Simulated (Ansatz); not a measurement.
## Structure relaxation of B

Method: DFT PBEsol, scalar-relativistic, plane waves, PAW in Ansatz.

The start is a database structure of B, space group R-3m (No. 166).

Input of the last, converged step (default PAW datasets):

```yaml
crystal:
  lattice:
    - [2.8922195493, 1.6698237354, 3.974567272]
    - [-2.8922195493, 1.6698237354, 3.974567272]
    - [0.0, -3.3396474707, 3.974567272]
  atoms:
    - { symbol: B, position: [0.5, 0.5, 0.5] }
    - { symbol: B, position: [0.8065126302, 0.301127095, 0.8065126302] }
    - { symbol: B, position: [0.8065126302, 0.8065126302, 0.301127095] }
    - { symbol: B, position: [0.301127095, 0.8065126302, 0.8065126302] }
    - { symbol: B, position: [0.1934873698, 0.698872905, 0.1934873698] }
    - { symbol: B, position: [0.698872905, 0.1934873698, 0.1934873698] }
    - { symbol: B, position: [0.1934873698, 0.1934873698, 0.698872905] }
    - { symbol: B, position: [0.0064534786, 0.3300571575, 0.0064534786] }
    - { symbol: B, position: [0.0064534786, 0.0064534786, 0.3300571575] }
    - { symbol: B, position: [0.3300571575, 0.0064534786, 0.0064534786] }
    - { symbol: B, position: [0.9935465214, 0.6699428425, 0.9935465214] }
    - { symbol: B, position: [0.6699428425, 0.9935465214, 0.9935465214] }
    - { symbol: B, position: [0.9935465214, 0.9935465214, 0.6699428425] }
    - { symbol: B, position: [0.6357840441, 0.6357840441, 0.6357840441] }
    - { symbol: B, position: [0.3642159559, 0.3642159559, 0.3642159559] }
basis:
  ecutwfc: 420
kpoints:
  mp_grid: { grid: [9, 9, 9] }
hamiltonian:
  xc: pbesol
scf:
  occupations: { method: gaussian, width: 0.1 }
output:
  forces: true
  stress: true
  eigenvalues: true
relax:
  adjacent_minimum: "off"
  f_tol: 0.01
  max_steps: 80
  cell: { stress_tol: 0.05 }
```

It can be run as:

```bash
ansatz run input.yaml --threads 1 --pin off --backend cpu --events-out ev --progress --plain --runs-dir out  # memory cap (--max-ram) not shown
```

End of the output:

```
SCF converged after 4 iterations
Free energy (F): -2286.534395 eV
Harris-Foulkes:  -2286.534395 eV  (|F-HF|=5.09e-11)
Internal energy: -2286.512811 eV  (E = F + TS)
E sigma→0 (E₀):  -2286.523603 eV
Entropy (-TS):   -0.021584 eV (-1.439 meV/atom)
Fermi energy:    7.318471 eV
--- Per-component energies (eV) ---
  E_band       = 90.354329
  E_kinetic    = 731.391268
  E_local      = -471.898273  (includes V_loc(G=0)·N_el)
  E_nonlocal   = 177.363511
  E_hartree    = 132.394998
  E_xc         = -479.196274
  E_vxc        = -570.563392  (∫ρ·V_xc dr)
  E_paw        = -1132.331176  (= ΣΔE_a)
  E_vpaw       = -40.728783  (= ΣTr[D̂ρ^β])
  E_aug_tail   = -0.000045  (compensation charges beyond the density's cutoff)
  E_ewald      = -1244.457483
  E_core_change = 0.220664  (= ΣΔE_core)
  E_smearing   = -0.021584  (= −TS)
  E_closure    = 0.000000  (closes the sum)
  Σ components = -2286.534395   (vs F -2286.534395, Δ=0.00e0)
--- Forces (eV/Å), atoms counted from 1 ---
  atom   1  B      0.00000000     0.00000000     0.00000000
  atom   2  B     -0.00388443     0.00224268    -0.00721374
  atom   3  B      0.00000000    -0.00448535    -0.00721374
  atom   4  B      0.00388443     0.00224268    -0.00721374
  atom   5  B      0.00388443    -0.00224268     0.00721374
  atom   6  B     -0.00388443    -0.00224268     0.00721374
  atom   7  B      0.00000000     0.00448535     0.00721374
  atom   8  B      0.00649515    -0.00374998    -0.00053994
  atom   9  B      0.00000000     0.00749996    -0.00053994
  atom  10  B     -0.00649515    -0.00374998    -0.00053994
  atom  11  B     -0.00649515     0.00374998     0.00053994
  atom  12  B      0.00649515     0.00374998     0.00053994
  atom  13  B      0.00000000    -0.00749996     0.00053994
  atom  14  B      0.00000000     0.00000000     0.00182859
  atom  15  B      0.00000000     0.00000000    -0.00182859
  max |Σ_I F_I| component: 1.07e-17 eV/Å
--- Stress (GPa, compression-positive) ---
       -0.035684       0.000000       0.000000
        0.000000      -0.035684       0.000000
        0.000000       0.000000       0.039424
  P = ⅓ Tr σ = -0.0106 GPa (-0.106 kbar)
--- Relaxed structure (3 steps of the walk, 3 accepted, 1 SCFs on fresh bases) ---
  F+E_penalty+E_count = -2286.53439536 eV   max|allowed force component| = 7.500e-3 eV/Å   (the final SCF, on the basis selected at the relaxed cell)
  cell:  # Å, volume = 115.2047 Å³
    - [2.894190, 1.670961, 3.970320]
    - [-2.894190, 1.670961, 3.970320]
    - [0.000000, -3.341923, 3.970320]
  atoms:
    - { symbol: B, position: [0.500000, 0.500000, 0.500000] }
    - { symbol: B, position: [0.806380, 0.301019, 0.806380] }
    - { symbol: B, position: [0.806380, 0.806380, 0.301019] }
    - { symbol: B, position: [0.301019, 0.806380, 0.806380] }
    - { symbol: B, position: [0.193620, 0.698981, 0.193620] }
    - { symbol: B, position: [0.698981, 0.193620, 0.193620] }
    - { symbol: B, position: [0.193620, 0.193620, 0.698981] }
    - { symbol: B, position: [0.006652, 0.329971, 0.006652] }
    - { symbol: B, position: [0.006652, 0.006652, 0.329971] }
    - { symbol: B, position: [0.329971, 0.006652, 0.006652] }
    - { symbol: B, position: [0.993348, 0.670029, 0.993348] }
    - { symbol: B, position: [0.670029, 0.993348, 0.993348] }
    - { symbol: B, position: [0.993348, 0.993348, 0.670029] }
    - { symbol: B, position: [0.635897, 0.635897, 0.635897] }
    - { symbol: B, position: [0.364103, 0.364103, 0.364103] }
```

Absolute energies hang on the potentials; compare differences alone.

The result has space group R-3m (No. 166). B on Wyckoff site b (1 atom of the primitive cell) has 2 B at 1.62 Å; around B on Wyckoff site h (6 atoms of the primitive cell) lie 6 B at 1.69–1.80 Å; B on Wyckoff site h (6 atoms of the primitive cell) has 6 B at 1.72–1.87 Å; B on Wyckoff site c (2 atoms of the primitive cell) has 4 B at 1.62–1.69 Å.

It lies 0.23 eV/atom above the element's standard state at the same level.

For metals, differences of a few meV/atom aren't resolved.

A structure relaxed within its symmetry needn't be a true minimum.